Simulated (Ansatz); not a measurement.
Input and command of a plane-wave DFT calculation in Ansatz:

```yaml
crystal:
  lattice:
    - [-1.6055699706, 1.6055699706, 3.9295257316]
    - [1.6055699706, -1.6055699706, 3.9295257316]
    - [1.6055699706, 1.6055699706, -3.9295257316]
  atoms:
    - { symbol: Si, position: [0.3350991393, 0.3350991393, 0.0] }
    - { symbol: Si, position: [0.6649008607, 0.6649008607, 0.0] }
    - { symbol: V, position: [0.0, 0.0, 0.0], spin: 2.0 }
basis:
  ecutwfc: 420
kpoints:
  mp_grid: { grid: [8, 8, 8] }
hamiltonian:
  xc: pbe
scf:
  occupations: { method: gaussian, width: 0.1 }
  lower_state_search: "off"
output:
  forces: true
  stress: true
  eigenvalues: true
  populations: true
magnetization:
  spin_polarized: true
```

```bash
ansatz run input.yaml --threads 1 --pin off --max-ram 2560MiB --backend cpu --events-out ev --progress --plain --runs-dir out
```

Processor: Intel(R) Xeon(R) Processor @ 2.50GHz (Skylake/Cascade Lake), 1 thread, on a host shared with other jobs.

How long does it run, and how much memory does it take?

About 23 s on 1 thread of Intel(R) Xeon(R) Processor @ 2.50GHz (Skylake/Cascade Lake) (shared host), peak memory 0.4 GiB. It solves 16 bands at 59 k points (the mesh reduced by the symmetry that the task leaves, which can be less than the crystal's) with about 793 plane waves, in 19 SCF iterations.
